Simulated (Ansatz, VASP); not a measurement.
# MnO: VASP beside Ansatz

Contents of INCAR:

```
SYSTEM = MnO
PREC = Accurate
ENCUT = 520
EDIFF = 1E-7
ISMEAR = 0
SIGMA = 0.05
LREAL = .False.
LASPH = .True.
NELM = 100
ALGO = Normal
ISIF = 2
LWAVE = .False.
LCHARG = .False.
ISPIN = 2
MAGMOM = 4 0
LORBIT = 11
LMAXMIX = 4
GGA = CA
NBANDS = 20
```

The input KPOINTS:

```
regular mesh
0
Gamma
  10 10 10
  0 0 0
```

POSCAR

```
MnO
3.1451
    0.000000000000      0.707102382373      0.707102382373
    0.707102382373      0.000000000000      0.707102382373
    0.707102382373      0.707102382373      0.000000000000
Mn O
1 1
Direct
    0.0000000000      0.0000000000      0.0000000000
    0.5000000000      0.5000000000      0.5000000000
```

File input.yaml:

```yaml
crystal:
  lattice:
    - [0.0, 2.2239077028, 2.2239077028]
    - [2.2239077028, 0.0, 2.2239077028]
    - [2.2239077028, 2.2239077028, 0.0]
  atoms:
    - { symbol: Mn, position: [0.0, 0.0, 0.0], spin: 4.0 }
    - { symbol: O, position: [0.5, 0.5, 0.5] }
hamiltonian:
  xc: lda
  pseudopotentials: { kind: paw }
magnetization:
  spin_polarized: true
kpoints:
  mp_grid: { grid: [10, 10, 10] }
scf:
  occupations: { method: gaussian, width: 0.05 }
output:
  forces: true
  stress: true
  eigenvalues: true
```

The cell is a database's computed one.

Alike in both runs: task single point; functional LDA; k mesh 10 × 10 × 10; occupations gaussian, width 0.05 eV; collinear spin, ferromagnetic start.

|  | VASP | Ansatz |
| --- | --- | --- |
| version | VASP 6.6.1 | Ansatz 0.2.0 |
| potentials or method | VASP PAW LDA potentials, release 64 (Mn_pv, O) | Ansatz PAW |
| plane-wave cutoff (eV) | 520 | 420 |
| valence electrons in the cell | 19 | 21 |

|  | VASP | Ansatz | Ansatz less VASP |
| --- | --- | --- | --- |
| gap on the k mesh at the Fermi level (eV) | none | none | - |
| pressure (GPa) | -17.8 | -16.4 | +1.43 |
| net moment per atom (μB) | 2.26 | 2.31 | +0.046 |
| size of the moment on the site where the two differ most (μB) | 4.11 | 3.92 | -0.195 |

Site moments also hang on the region over which each program counts them. A gap of «none» marks a metal or a gap that the smearing closes. The two sets of potentials don't hold the same shells in valence.

Caveats: so large a pressure means that the cell lies far from this level's equilibrium, or that cutoff or potentials fall short; a cell with one magnetic atom can't hold antiferromagnetic order, which such compounds often take; semilocal functionals often make such compounds metallic where correlation or magnetic order opens a gap, which also shifts bond lengths; the pressure holds a Pulay correction of +0.8 GPa for the finite cutoff (Ansatz); the PAW data sets come from PBE, with cores solved anew for the run's functional, which leaves a small shift of forces and pressure (Ansatz). With open d or f shells a metallic result of LDA can be an artefact of self-interaction; +U or a hybrid may open a gap.
